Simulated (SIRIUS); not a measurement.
# Sn in SIRIUS: the effect of strain

The system is Sn.

```
Sn
1.0
    -2.82253    2.82253    1.59930
     2.82253   -2.82253    1.59930
     2.82253    2.82253   -1.59930
Sn
2
Direct
  0.00000 0.00000 0.00000
  0.75000 0.25000 0.50000
```

The cell isn't the ideal one: strain = -0.04 (biaxial xy).

Alike in all runs:

* Program: SIRIUS 7.10.0
* Task: single point
* Functional: PBE
* Potentials or basis: PseudoDojo 0.4.1 PBE standard (scalar relativistic)
* Cutoff: 983 eV
* Density cutoff: 3932 eV
* k mesh: 4 × 4 × 4
* Occupations: fermi-dirac, width 0.05 eV
* Spin: no spin polarisation
* Strain kind: biaxial xy
* Libxc names: ["XC_GGA_X_PBE", "XC_GGA_C_PBE"]
* Energy tol: 1e-08 Ha
* Density tol: 1e-06
* Mixer: anderson
* Mixing beta: 0.7
* Max scf: 100

```tsv
strain	pressure (GPa)
-4 % (biaxial xy)	6.7
-2 % (biaxial xy)	3.6
-1 % (biaxial xy)	?
+0 % (biaxial xy)	1.3
+1 % (biaxial xy)	0.3
+2 % (biaxial xy)	-0.6
+4 % (biaxial xy)	-1.8
```

What does the run with strain -1 % (biaxial xy) give?

Pressure 2.4 GPa.

Caveats: all runs use coarse meshes.
